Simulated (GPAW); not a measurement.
# ZnSe (Stilleite) in GPAW: convergence with bands over plane waves of the response

Input of the first run (bands over plane waves of the response 0.15); the others differ in this setting and in those tied to it:

File run.py:

```python
import json
import numpy as np
from ase.dft.bandgap import bandgap
from ase.io import read, write
from gpaw import GPAW, PW
from gpaw.response.g0w0 import G0W0

atoms = read('ZnSe.xyz')

calc = GPAW(mode=PW(500),
            xc='PBE',
            kpts={'size': (4, 4, 4), 'gamma': True},
            occupations={'name': 'fermi-dirac', 'width': 0.001},
            nbands=18,
            convergence={'density': 1e-06},
            maxiter=150,
            txt='gpaw.txt')
atoms.calc = calc
energy = atoms.get_potential_energy()
calc.write('gs.gpw')
write('result.traj', atoms)
print(f'Energy: {energy:.6f} eV')
print('Fermi level:', round(calc.get_fermi_level(), 4), 'eV')
print(f'Gap: {bandgap(calc)[0]:.4f} eV, direct: {bandgap(calc, direct=True)[0]:.4f} eV')

calc.diagonalize_full_hamiltonian(nbands=24)
calc.write('full.gpw', mode='all')

ibz = calc.get_ibz_k_points()
gap, vbm, cbm = bandgap(calc, output=None)
gap, direct, _ = bandgap(calc, direct=True, output=None)
gamma = int(np.abs(ibz).sum(1).argmin())
kpts = sorted({gamma, vbm[1], cbm[1], direct[1]})
gw = G0W0(calc='full.gpw',
          filename='gw',
          ecut=120,
          ecut_extrapolation=False,
          relbands=(-1, 1),
          kpts=kpts,
          integrate_gamma='WS',
          nbands=20,
          ppa=True)
gw.calculate()
results = {mode: {key: np.asarray(r[key]).tolist() for key in ['f', 'eps', 'vxc', 'exx', 'sigma', 'Z', 'qp', 'sigma_eskn']}
           for mode, r in gw.all_results.items()}
json.dump({'kpts': ibz[kpts].tolist(), 'results': results}, open('gw.json', 'w'))
for mode, r in results.items():
    f, qp = np.array(r['f']), np.array(r['qp'])
    print(mode, 'quasiparticle energies (eV):')
    print(qp.round(3))
    print(mode, 'gap:', round(qp[f < 0.5].min() - qp[f > 0.5].max(), 4), 'eV')
```

Contents of ZnSe.xyz:

```xyz
2
Lattice="0.0000000000 2.8338000000 2.8338000000 2.8338000000 0.0000000000 2.8338000000 2.8338000000 2.8338000000 0.0000000000" Properties=species:S:1:pos:R:3 pbc="T T T"
Se     4.2507000000      4.2507000000      4.2507000000
Zn     0.0000000000      0.0000000000      0.0000000000
```

Potentials or basis: GPAW PAW data sets (gpaw-data 1.2.1), pw.

Launch:

```console
$ OMP_NUM_THREADS=1 python run.py
```

Hardware: 1 thread of Arm Neoverse V1 (shared host).

Problem. The values tried are 0.15, 0.25, 0.4, 0.6, 0.8, 1, 1.4, loosest first. From which on does the quasiparticle gap at the points computed stay within 0.05 eV of the tightest run that finished?

Solution. From 0.25 on.

```
bands over plane waves of the response  quasiparticle gap at the points computed (eV)  SCF cycles  CPU time (s)  peak memory (GiB)
                                  0.15                                          2.529          11            28               0.36
                                  0.25                                          2.443          11            34               0.36
                                   0.4                                          2.425          11            44               0.36
                                   0.6                                          2.424          11            54               0.36
                                   0.8                                          2.430          11            65               0.37
                                     1                                          2.426          11            77               0.37
                                   1.4                                          2.424          11            99               0.38
```

The tightest run that finished is the yardstick and may itself not be fully converged.

Caveat, for the tightest run too: the k mesh is coarse (spacing up to 0.48 Å⁻¹), so the values aren't converged; the quasiparticle gap is taken among the few k points that were corrected; the long-wavelength limit can be off by several per cent where d states take part.
